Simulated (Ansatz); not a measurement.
# TiAl3: convergence and cost

Aim, for TiAl3: sweep the k-point mesh shifted by half a step.

Method: DFT PBE, scalar-relativistic, plane waves, PAW, in Ansatz 0.2.0.

1 further run of the same task is left out (for a known fault of the program).

## (1) The system as given

It takes space group Pmm2 (No. 25, orthorhombic). Conventional cell: a = 2.840 Å, b = 4.681 Å, c = 4.901 Å, α = 90.00°, β = 90.00°, γ = 90.00°. Around Ti (site symmetry mm2) lie 10 Al at 2.83 to 2.85 Å and 2 Ti at 2.84 Å. Al (site symmetry mm2) is surrounded by 4 Ti at 2.83 to 2.84 Å and 8 Al at 2.84 to 2.86 Å. Al (site symmetry mm2) is surrounded by 8 Al at 2.81 to 2.86 Å and 4 Ti at 2.85 Å. Around Al (site symmetry mm2) lie 10 Al at 2.81 to 2.86 Å and 2 Ti at 2.85 Å.

Coordinates:

```cif
data_structure
_symmetry_space_group_name_H-M 'Pmm2'
_symmetry_Int_Tables_number 25
_cell_length_a 2.8397
_cell_length_b 4.6813
_cell_length_c 4.9007
_cell_angle_alpha 90.000
_cell_angle_beta 90.000
_cell_angle_gamma 90.000
_cell_volume 65.15
loop_
_atom_site_label
_atom_site_type_symbol
_atom_site_symmetry_multiplicity
_atom_site_Wyckoff_symbol
_atom_site_fract_x
_atom_site_fract_y
_atom_site_fract_z
_atom_site_occupancy
Ti1 Ti 1 b 0.00000 0.50000 0.16592 1
Al1 Al 1 d 0.50000 0.50000 0.66727 1
Al2 Al 1 c 0.50000 0.00000 0.33091 1
Al3 Al 1 a 0.00000 0.00000 0.83590 1
```

Source of the structure: the Materials Project (structure only). It is taken as it stands there.

## (2) The base run, which the others are set against

Contents of input.yaml:

```yaml
crystal:
  lattice:
    - [2.839677, 0.0, 0.0]
    - [0.0, 4.681264, 0.0]
    - [0.0, 0.0, 4.900742]
  atoms:
    - { symbol: Ti, position: [0.0, 0.5, 0.165916] }
    - { symbol: Al, position: [0.5, 0.5, 0.667271] }
    - { symbol: Al, position: [0.5, 0.0, 0.330912] }
    - { symbol: Al, position: [0.0, 0.0, 0.8359] }
basis:
  ecutwfc: 420
kpoints:
  mp_grid: { grid: [14, 10, 10] }
hamiltonian:
  xc: pbe
scf:
  occupations: { method: gaussian, width: 0.1 }
output:
  forces: true
  stress: true
  eigenvalues: true
  populations: true
```

Its results, from an earlier run: -1028.2836 eV/atom at zero smearing, pressure -0.05 GPa, largest force 0.045 eV/Å, no gap on the mesh, in 6 SCF cycles and 64 s.

## (3) K-point mesh shifted by half a step: 10×6×6

Contents of input.yaml:

```yaml
crystal:
  lattice:
    - [2.839677, 0.0, 0.0]
    - [0.0, 4.681264, 0.0]
    - [0.0, 0.0, 4.900742]
  atoms:
    - { symbol: Ti, position: [0.0, 0.5, 0.165916] }
    - { symbol: Al, position: [0.5, 0.5, 0.667271] }
    - { symbol: Al, position: [0.5, 0.0, 0.330912] }
    - { symbol: Al, position: [0.0, 0.0, 0.8359] }
basis:
  ecutwfc: 420
kpoints:
  mp_grid: { grid: [10, 6, 6], shift: [0.5, 0.5, 0.5] }
hamiltonian:
  xc: pbe
scf:
  occupations: { method: gaussian, width: 0.1 }
output:
  forces: true
  stress: true
  eigenvalues: true
```

Run with:

```bash
$ ansatz run input.yaml --threads 1 --pin off --max-ram 2560MiB --backend cpu --events-out ev --progress --plain --runs-dir out
```

## (4) K-point mesh shifted by half a step set to 12×8×8

Edit input.yaml of step 3 so:

```diff
@@ -13,3 +13,3 @@
 kpoints:
-  mp_grid: { grid: [10, 6, 6], shift: [0.5, 0.5, 0.5] }
+  mp_grid: { grid: [12, 8, 8], shift: [0.5, 0.5, 0.5] }
 hamiltonian:
```

## (5) K-point mesh shifted by half a step set to 14×8×8

Edit input.yaml of step 4 so:

```diff
@@ -13,3 +13,3 @@
 kpoints:
-  mp_grid: { grid: [12, 8, 8], shift: [0.5, 0.5, 0.5] }
+  mp_grid: { grid: [14, 8, 8], shift: [0.5, 0.5, 0.5] }
 hamiltonian:
```

(Steps that only read results are left out.)

**Question.** What does this series show? Wanted: largest energy shift, k-point mesh shifted by half a step.

The runs gave:

```
                                                 quantity                    value
largest energy shift, k-point mesh shifted by half a step  1.74 meV/atom at 10×6×6
```

What this shows: The densest shifted mesh lands 0.87 meV/atom from the base run.
